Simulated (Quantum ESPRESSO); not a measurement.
Here is a Quantum ESPRESSO 7.5 calculation.

The input pw.in:

```
&CONTROL
  calculation = 'scf'
  prefix = 'pwscf'
  outdir = './tmp'
  pseudo_dir = './pseudo'
  tprnfor = .true.
  tstress = .true.
  disk_io = 'nowf'
/
&SYSTEM
  ibrav = 0
  nat = 1
  ntyp = 1
  ecutwfc = 57
  nbnd = 10
  input_dft = 'blyp'
  occupations = 'smearing'
  smearing = 'fd'
  degauss = 0.01469973
  vdw_corr = 'grimme-d3'
  dftd3_version = 4
/
&ELECTRONS
  conv_thr = 2d-10
  electron_maxstep = 120
  mixing_beta = 0.5
/
ATOMIC_SPECIES
Ba   137.3270 Ba.upf
CELL_PARAMETERS angstrom
   4.0166505700    0.1245106400   -0.1036784000
   0.1245106400    3.8711863300   -0.1422429600
  -0.0934623000   -0.1282268500    3.7060189400
ATOMIC_POSITIONS crystal
Ba     0.5000000000    0.5000000000    0.5000000000
K_POINTS automatic
7 7 7 0 0 0
```

Potentials or basis: Ansatz NC SR PBE.

The run is started by

```console
$ OMP_NUM_THREADS=1 pw.x -in pw.in > pw.out
```

(1) Predict the band gap on the k mesh.

(2) Predict the pressure.

## Answers

(1) none (metal or under the smearing width).

(2) 0.0 GPa.

Caveat: the potentials were made for another functional, which shifts forces and pressure; pairwise dispersion overbinds metals, which lowers pressure and volume.
